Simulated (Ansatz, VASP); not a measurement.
**ZrSe2 in VASP and in Ansatz**

The input INCAR:

```
SYSTEM = ZrSe2
PREC = Accurate
ENCUT = 520
EDIFF = 1E-7
ISMEAR = -1
SIGMA = 0.05
LREAL = .False.
LASPH = .True.
NELM = 80
ALGO = Normal
ISIF = 2
LWAVE = .False.
LCHARG = .False.
GGA = PS
NBANDS = 19
```

Contents of KPOINTS:

```
Automatic mesh
0
Gamma
  8 8 5
  0 0 0
```

POSCAR

```
ZrSe2
1.0
    3.7204680409      0.0000000000      0.0000000000
   -1.8602340205      3.2220198374      0.0000000000
    0.0000000000      0.0000000000      6.0655971852
Zr Se
1 2
Direct
    0.0000000000      0.0000000000      0.0000000000
    0.6666666667      0.3333333333      0.7500000000
    0.3333333333      0.6666666667      0.2500000000
```

File input.yaml:

```yaml
crystal:
  lattice:
    - [3.7204680409, 0.0, 0.0]
    - [-1.8602340205, 3.2220198374, 0.0]
    - [0.0, 0.0, 6.0655971852]
  atoms:
    - { symbol: Zr, position: [0.0, 0.0, 0.0] }
    - { symbol: Se, position: [0.6666666667, 0.3333333333, 0.75] }
    - { symbol: Se, position: [0.3333333333, 0.6666666667, 0.25] }
hamiltonian:
  xc: pbesol
  pseudopotentials: { kind: paw }
kpoints:
  mp_grid: { grid: [8, 8, 5] }
scf:
  occupations: { method: fermi_dirac, width: 0.05 }
output:
  forces: true
  stress: true
  eigenvalues: true
  write_density: true
  write_potential: true
  elf: true
  volumetric_format: npy
```

Change from the starting cell: volume scaled by 0.94.

Alike in both runs: task single point; functional PBEsol; k mesh 8 × 8 × 5; occupations fermi-dirac, width 0.05 eV; no spin polarisation.

```csv
,VASP,Ansatz
version,VASP 6.6.1,Ansatz 0.2.0
potentials or method,"VASP PAW PBE potentials, release 64 (Zr_sv, Se)",Ansatz PAW
plane-wave cutoff (eV),520,420
valence electrons in the cell,24,44
```

VASP gave:

```
gap on the k mesh at the Fermi level (eV)       : 0.28
least direct gap on the mesh (eV)               : 1.00
pressure (GPa)                                  : 4.4
largest component of the traceless stress (GPa) : 1.12
rms of the force components (eV/Å)              : 0.394
```

Q: Estimate Ansatz's values.

A: gap on the k mesh at the Fermi level (eV): 0.29; least direct gap on the mesh (eV): 1.00; pressure (GPa): 4.2; largest component of the traceless stress (GPa): 1.12; rms of the force components (eV/Å): 0.379.

Atom by atom the forces differ by 0.015 eV/Å (rms over components). The two sets of potentials don't hold the same shells in valence.

Caveats: this functional lacks dispersion, which binds the layers, so the pressure and a relaxed spacing across them are unreliable; the PAW data sets were made with another functional, which shifts forces and pressure a little (VASP); an odd mesh through Γ misses points on the zone boundary, where band edges often lie (VASP); odd divisions of the mesh miss points on the zone boundary, where band edges often lie, so the gap on the mesh can be too wide (Ansatz); the PAW data sets come from PBE, with cores solved anew for the run's functional, which leaves a small shift of forces and pressure (Ansatz).
